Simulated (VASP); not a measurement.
# Rh (Fm-3m) in VASP: notebook, part 2 of 2

VASP 6.6.1. The steps go on from the part before.

### Step 4. Relaxation of cell and atoms, PBE

This run uses another cell than the first one, of 14.05 Å³/atom, 1.005 times its volume.

INCAR reads:

```
SYSTEM = Rh
PREC = Accurate
ENCUT = 600
EDIFF = 1E-7
ISMEAR = 1
SIGMA = 0.1
LREAL = .FALSE.
LASPH = .TRUE.
NELM = 80
ALGO = Normal
ISIF = 3
LWAVE = .FALSE.
LCHARG = .FALSE.
GGA = PE
IBRION = 2
NSW = 90
EDIFFG = -0.005
```

KPOINTS reads:

```
Automatic mesh
0
G
  16 16 16
  0 0 0
```

POSCAR reads:

```
Rh                                      
1.0
    0.0000000000      1.9151000113      1.9151000113
    1.9151000113      0.0000000000      1.9151000113
    1.9151000113      1.9151000113      0.0000000000
  Rh            
     1
Direct
     0.0000000000000000    0.0000000000000000    0.0000000000000000
```

Command:

```
> cat potpaw_PBE.64/Rh_pv/POTCAR > POTCAR
> mpirun -np 1 vasp_std > vasp.out
```

Run time: 24 s. Hardware: 1 thread of Intel Xeon Platinum 8375C at 2.90GHz (Ice Lake), shared host; peak memory 0.16 GiB.

Results (log left out):

```
Free energy                            : -7.2579 eV
Relaxed volume                         : 14.04 Å³/atom
Relaxed cell                           : a = 2.708 Å, b = 2.708 Å, c = 2.708 Å, α = 60.00°, β = 60.00°, γ = 60.00°
Space group after relaxing (to 0.05 Å) : Fm-3m (No. 225)
Energy gained by relaxing              : 0.0 meV/atom
Ionic steps                            : 3
Pressure after relaxing                : 0.0 GPa
Band gap on the k mesh                 : none (metal or under the smearing width)
```

Final structure:
```
CELL_PARAMETERS angstrom
0.00000 1.91473 1.91473
1.91473 0.00000 1.91473
1.91473 1.91473 0.00000
ATOMIC_POSITIONS crystal
Rh 0.00000 0.00000 0.00000
```

Levels at points of the mesh, in eV from the Fermi level:
```tsv
k point	band 5	band 6	band 7	band 8	band 9	band 10
(0.00, 0.00, 0.00)	-2.96	-2.96	-2.96	-0.94	-0.94	16.03
(0.50, 0.00, 0.00)	-3.03	-3.03	0.57	0.57	0.77	8.45
(0.50, 0.50, 0.00)	-5.74	0.54	0.97	0.97	3.26	12.03
```

### Step 5. Relaxation of cell and atoms, PBEsol

This run uses another cell than the first one, of 13.67 Å³/atom, 0.978 times its volume.

INCAR reads:

```
SYSTEM = Rh
  PREC = Accurate
  ENCUT = 600
  EDIFF = 1E-6
  ISMEAR = 1
  SIGMA = 0.1
  LREAL = .False.
  LASPH = .True.
  NELM = 80
  ALGO = Normal
  ISIF = 3
  LWAVE = .False.
  LCHARG = .False.
  GGA = PS
  IBRION = 2
  NSW = 90
  EDIFFG = -0.01
```

KPOINTS reads:

```
regular mesh
0
Gamma
  16 16 16
  0 0 0
```

POSCAR reads:

```
Rh
1.0
    0.0000000000      1.8978500000      1.8978500000
    1.8978500000      0.0000000000      1.8978500000
    1.8978500000      1.8978500000      0.0000000000
Rh
1
Direct
    0.0000000000      0.0000000000      0.0000000000
```

Command:

```
> cat potpaw_PBE.64/Rh_pv/POTCAR > POTCAR
> mpirun -np 1 vasp_std > vasp.out
```

Wall time 18 s (1 thread of Intel Xeon 6975P-C (Granite Rapids), shared host); peak memory 0.16 GiB.

It converged, with:

* Free energy: -8.1372 eV
* Relaxed volume: 13.50 Å³/atom
* Relaxed cell: a = 2.672 Å, b = 2.672 Å, c = 2.672 Å, α = 60.00°, β = 60.00°, γ = 60.00°
* Space group after relaxing (to 0.05 Å): Fm-3m (No. 225)
* Energy gained by relaxing: 2.1 meV/atom
* Ionic steps: 3
* Pressure after relaxing: 0.0 GPa
* Band gap on the k mesh: none (metal or under the smearing width)

The path:
```
step  energy change (eV)  largest force (eV/Å)  pressure (GPa)  volume (Å³)
   1              0.0000                0.0000           -3.74        13.67
   2              0.0125                0.0000           10.90        13.05
   3             -0.0021                0.0000           -0.05        13.50
```

Final structure:
```
CELL_PARAMETERS angstrom
0.00000 1.88971 1.88971
1.88971 0.00000 1.88971
1.88971 1.88971 0.00000
ATOMIC_POSITIONS crystal
Rh 0.00000 0.00000 0.00000
```

Levels at points of the mesh, in eV from the Fermi level:
| k point | band 3 | band 4 | band 5 | band 6 | band 7 | band 8 | band 9 | band 10 | band 11 |
| --- | --- | --- | --- | --- | --- | --- | --- | --- | --- |
| (0.00, 0.00, 0.00) | -46.35 | -8.18 | -3.17 | -3.17 | -3.17 | -1.00 | -1.00 | 15.93 | 20.33 |
| (0.50, 0.00, 0.00) | -46.46 | -6.31 | -3.25 | -3.25 | 0.61 | 0.61 | 0.64 | 8.80 | 15.44 |
| (0.50, 0.50, 0.00) | -46.64 | -6.51 | -6.13 | 0.59 | 1.04 | 1.04 | 3.21 | 12.48 | 13.35 |

Caveat: the PAW data sets were made with another functional, which shifts forces and pressure a little.

### Step 6. Relaxation of cell and atoms, PBEsol

This run uses another cell than the first one, of 13.50 Å³/atom, 0.965 times its volume.

INCAR, as its differences from that of step 5:

```diff
@@ -3,3 +3,3 @@
   ENCUT = 600
-  EDIFF = 1E-6
+  EDIFF = 1E-7
   ISMEAR = 1
@@ -16,2 +16,2 @@
   NSW = 90
-  EDIFFG = -0.01
+  EDIFFG = -0.005
```

KPOINTS is that of step 5.

POSCAR reads:

```
Rh                                      
1.0
    0.0000000000      1.8897137189      1.8897137189
    1.8897137189     -0.0000000000      1.8897137189
    1.8897137189      1.8897137189      0.0000000000
  Rh            
     1
Direct
     0.0000000000000000    0.0000000000000000    0.0000000000000000
```

Potentials or basis: VASP PAW PBE potentials, release 64 (Rh_pv).

Command:

```
> cat potpaw_PBE.64/Rh_pv/POTCAR > POTCAR
> mpirun -np 1 vasp_std > vasp.out
```

OUTCAR:

```text
SYSTEM = Rh
   PREC = Accurate
   ENCUT = 600
   EDIFF = 1E-7
   ISMEAR = 1
   LREAL = .False.
   LASPH = .True.
   NELM = 80
   ISIF = 3
   GGA = PS
   IBRION = 2
   NSW = 90
   EDIFFG = -0.005

 ion  position               nearest neighbor table
   1  0.000  0.000  0.000-

  LATTYP: Found a face centered cubic cell.
 ALAT       =     3.7794274378

  Lattice vectors:

 A1 = (   0.0000000000,   1.8897137189,   1.8897137189)
 A2 = (   1.8897137189,   0.0000000000,   1.8897137189)
[... 520 lines left out ...]
 [... further k-points ...]

------------------------ aborting loop because EDIFF is reached ----------------------------------------

  FORCE on cell =-STRESS in cart. coord.  units (eV):
  Direction    XX          YY          ZZ          XY          YZ          ZX
  --------------------------------------------------------------------------------------
  -------------------------------------------------------------------------------------
  Total       -0.0039712     -0.0039712     -0.0039712     -0.0000000      0.0000000     -0.0000000
  in kB       -0.4714309     -0.4714309     -0.4714309     -0.0000000      0.0000000     -0.0000000
  external PRESSURE =      -0.4714309 kB  Pullay stress =       0.0000000 kB

 VOLUME and BASIS-vectors are now :
 -----------------------------------------------------------------------------
  energy-cutoff  :      600.00
  volume of cell :       13.50
      direct lattice vectors                 reciprocal lattice vectors
     0.000000000  1.889713719  1.889713719    -0.264590342  0.264590342  0.264590342
     1.889713719  0.000000000  1.889713719     0.264590342 -0.264590342  0.264590342
     1.889713719  1.889713719  0.000000000     0.264590342  0.264590342 -0.264590342

 POSITION                                       TOTAL-FORCE (eV/Angst)
 -----------------------------------------------------------------------------------
      0.00000      0.00000      0.00000        -0.000000      0.000000      0.000000
 -----------------------------------------------------------------------------------
    total drift:                               -0.000000      0.000000     -0.000000

  FREE ENERGIE OF THE ION-ELECTRON SYSTEM (eV)
  ---------------------------------------------------
  free  energy   TOTEN  =        -8.1369326132 eV

  energy  without entropy=       -8.1366843170  energy(sigma->0) =       -8.13684985

 reached required accuracy - stopping structural energy minimisation
```

Wall time 7.7 s (1 thread of Intel Xeon 6975P-C (Granite Rapids), shared host); peak memory 0.16 GiB.

Results:

- Free energy: -8.1369 eV
- Pressure after relaxing: 0.0 GPa
- Band gap on the k mesh: none (metal or under the smearing width)

Final structure:
```
CELL_PARAMETERS angstrom
0.00000 1.88971 1.88971
1.88971 0.00000 1.88971
1.88971 1.88971 0.00000
ATOMIC_POSITIONS crystal
Rh 0.00000 0.00000 0.00000
```

Caveat: the relaxation stopped at its first step, so nothing moved; the PAW data sets were made with another functional, which shifts forces and pressure a little.

### Step 7. The runs side by side

```tsv
level	potentials or basis	k mesh	cutoff (eV)	gap on the mesh (eV)	pressure (GPa)	relaxed volume (Å³/atom)
PBE	VASP PAW PBE potentials, release 64 (Rh)	8 × 8 × 8	300	none	0.0	13.97
PBE	VASP PAW PBE potentials, release 64 (Rh_pv)	16 × 16 × 16	600	none	0.0	14.04
PBEsol	VASP PAW PBE potentials, release 64 (Rh_pv)	16 × 16 × 16	600	none	0.0	-
```

Alike in all rows: task relaxation of cell and atoms; no spin polarisation; cell relaxed; smearing methfessel-paxton 0.1 eV.

Caveats: the relaxation stopped at its first step, so nothing moved (some runs); the PAW data sets were made with another functional, which shifts forces and pressure a little (some runs).

Absolute energies hang on the potentials; compare differences alone.
